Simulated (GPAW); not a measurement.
Runs of GPAW 26.7.0 on BN. It takes space group F-43m (No. 216, cubic). Conventional cell: a = 3.626 Å, b = 3.626 Å, c = 3.626 Å, α = 90.00°, β = 90.00°, γ = 90.00°. N (site symmetry -43m) has 4 B at 1.57 Å as nearest neighbours. B (site symmetry -43m) has 4 N at 1.57 Å as nearest neighbours. The cell is a database's computed one.

| task | level | potentials or basis | cell | k mesh | optimizer | fmax | max steps | convergence | band path | gap on the mesh (eV) | pressure (GPa) | relaxed volume (Å³/atom) |
| --- | --- | --- | --- | --- | --- | --- | --- | --- | --- | --- | --- | --- |
| relaxation of cell and atoms | revPBE+D3(BJ) | the program's PAW data sets (release 1.2.1) made for this functional, pw | relaxed | 13 × 13 × 13 | BFGS | 0.02 eV/Å | 40 | density=1e-05 forces=0.0001 | - | 4.58 | 0.1 | (b) |
| band structure | RPBE | the program's PAW data sets (release 1.2.1) made for this functional, pw | as given | 13 × 13 × 13 | - | - | - | - | GXWKGLUWLK,UX | 4.57 | 4.3 | - |
| relaxation of cell and atoms | LDA | the program's PAW data sets (release 1.2.1) made for this functional, pw | relaxed | 13 × 13 × 13 | BFGS | 0.02 eV/Å | 60 | density=1e-05 forces=0.0001 | - | 4.47 | 0.4 | (a) |
| relaxation of cell and atoms | PBEsol+D3(BJ) | PAW data sets generated in the run's folder for this functional, pw | relaxed | 13 × 13 × 13 | BFGS | 0.02 eV/Å | 60 | density=1e-05 forces=0.0001 | - | 4.39 | 0.2 | 5.78 |

Alike in all rows: no spin polarisation; cutoff (eV) 800; smearing fermi-dirac 0.05 eV.

Problem. Estimate the missing entries.

Solution. (a) 5.71; (b) 5.82.

Caveats: later steps reuse the first step's grids (some runs); an odd mesh through Γ misses points on the zone boundary, where band edges often lie (some runs).

Not every run made on this cell is shown here.
